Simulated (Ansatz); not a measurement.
**ZnO: frozen-core PAW against all-electron methods**

```
Zn O
1.0
     3.27926    0.00000    0.00000
    -1.63963    2.83992    0.00000
     0.00000    0.00000    5.29387
Zn O
2 2
Direct
  0.33333 0.66667 0.99848
  0.66667 0.33333 0.49848
  0.33333 0.66667 0.37752
  0.66667 0.33333 0.87752
```

Atom numbers follow the list: Zn1, Zn2, O3, O4.

The cell was built from the wurtzite type and relaxed in the same program, and has space group P6_3mc; it needn't be a known or the stable phase.

All numbers are computed: DFT, PBE, PAW with Ansatz's default frozen-core files, scalar-relativistic (Ansatz 0.2.0); DFT, PBE, all-electron PAW with datasets made for the crystal, scalar-relativistic (Ansatz 0.2.0); DFT, PBE, all-electron LAPW, scalar-relativistic (Ansatz 0.2.0).

For PAW: a Γ-centred 12×12×7 k mesh, Fermi–Dirac smearing of 0.08 eV, cutoff 420 eV, no spin polarisation. The crystal-made all-electron datasets (AE datasets) take a cutoff of 440 eV at this cell. LAPW targets a basis error of 1 meV/atom. The Ansatz runs share mesh, smearing and spin set-up. Plane-wave (PAW) pressures include the program's estimate of the Pulay term.

Stress and pressure are positive in compression.

Levels count from the top of the valence band.

```tsv
quantity	PAW	AE datasets	LAPW
pressure (GPa)	0.02	-0.08	-0.08
band gap (eV)	0.744	0.758	0.758
highest filled level at M (eV)	-0.791	-0.789	-0.789
lowest empty level at M (eV)	5.640	5.652	5.652
highest filled level at Γ (eV)	0.000	0.000	0.000
lowest empty level at Γ (eV)	0.744	0.758	0.758
field gradient Vzz at Zn1 (10²¹ V/m²)	0.41	0.41	–
field gradient Vzz at O3 (10²¹ V/m²)	-0.10	-0.09	–
```
